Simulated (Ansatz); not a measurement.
# SnO2 (Cassiterite): the cost of one run

Program: Ansatz 0.2.0. Level of theory: DFT PBEsol, scalar-relativistic, plane waves, PAW. These are calculated values, not measurements.

That is the level of the relaxation; later steps name their own.

1 further run of the same task is left out (set aside as unsound or not needed).

### 1 The starting structure

Symmetry: P4_2/mnm, No. 136, tetragonal system. Conventional cell: a = 4.769 Å, b = 4.769 Å, c = 3.212 Å, α = 90.00°, β = 90.00°, γ = 90.00°. Around Sn (site symmetry mmm) lie 6 O at 2.07 Å. O (site symmetry m2m) has 3 Sn at 2.07 Å as nearest neighbours.

Structure file:

```
Sn O
1.0
     4.76899    0.00000    0.00000
     0.00000    4.76899    0.00000
     0.00000    0.00000    3.21206
Sn O
2 4
Direct
  0.00000 0.00000 0.00000
  0.50000 0.50000 0.50000
  0.30628 0.30628 0.00000
  0.19372 0.80628 0.50000
  0.69372 0.69372 0.00000
  0.80628 0.19372 0.50000
```

This cell was relaxed beforehand with the same method: volume 12.18 Å³/atom, gap on the mesh 0.92 eV.

### 2 Band edges over the whole zone

The input, input.yaml:

```yaml
crystal:
  lattice:
    - [4.7689900145, 0.0, 0.0]
    - [0.0, 4.7689900145, 0.0]
    - [0.0, 0.0, 3.212064733]
  atoms:
    - { symbol: Sn, position: [0.0, 0.0, 0.0] }
    - { symbol: Sn, position: [0.5, 0.5, 0.5] }
    - { symbol: O, position: [0.3062763831, 0.3062763831, 0.0] }
    - { symbol: O, position: [0.1937236169, 0.8062763831, 0.5] }
    - { symbol: O, position: [0.6937236169, 0.6937236169, 0.0] }
    - { symbol: O, position: [0.8062763831, 0.1937236169, 0.5] }
basis:
  ecutwfc: 420
kpoints:
  mp_grid: { grid: [6, 6, 8] }
  band_path: { path: [VBM, CBM], npoints: 2 }
hamiltonian:
  xc: pbesol
scf:
  occupations: { method: gaussian, width: 0.02 }
output:
  forces: true
  stress: true
  eigenvalues: true
```

Started as:

```
> ansatz run input.yaml --threads 4 --pin off --max-ram 10240MiB --backend cpu --events-out ev --progress --plain --runs-dir out
```

What time and memory should one allow on 4 threads of Arm Neoverse V1, shared host?

About 3.9 s, with a peak of 0.41 GiB.
